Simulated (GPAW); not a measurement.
**LiH in GPAW: the effect of target pressure**

LiH:

```
Li H
1.0
     0.00000    2.03675    2.03675
     2.03675    0.00000    2.03675
     2.03675    2.03675    0.00000
Li H
1 1
Direct
  0.00000 0.00000 0.00000
  0.50000 0.50000 0.50000
```

Alike in all runs:

```yaml
Program: GPAW 26.7.0
Task: relaxation of cell and atoms
Functional: PBEsol
Potentials_or_basis: PAW data sets generated in the run's folder for this functional
Cutoff: 800 eV
Basis: pw
k_mesh: 11 × 11 × 11
Occupations: fermi-dirac, width 0.05 eV
Spin: no spin polarisation
```

Each run relaxes the cell or the atoms first.

```tsv
target pressure	target pressure	relaxed volume (Å³/atom)	gap on the mesh (eV)
0 GPa	-	7.90	2.93
2 GPa	2 GPa	7.47	2.89
5 GPa	5 GPa	7.09	2.85
10 GPa	10 GPa	6.54	2.78
20 GPa	20 GPa	?	?
30 GPa	30 GPa	5.27	2.52
```

What does the run with target pressure 20 GPa give?

Relaxed volume 5.77 Å³/atom; gap on the mesh 2.64 eV.

Worked out: A parabola through the other rows of the relaxed volume, of slope -0.0617 Å³/atom per GPa there, gives 5.65 Å³/atom, against the run's 5.77. A straight line through the other rows of the gap on the mesh, of slope -0.0134 eV per GPa, gives 2.65 eV, against the run's 2.64.

Caveats: the data sets keep Ga 3d, Li 1s and Be 1s frozen, and some such compounds lay over 1.5 % in volume off other programs; later steps reuse the first step's grids; an odd mesh through Γ misses points on the zone boundary, where band edges often lie; the volume moved by over 15 % at a fixed basis, so the end points are rough (some runs).

Runs at the PBE level aren't shown here.
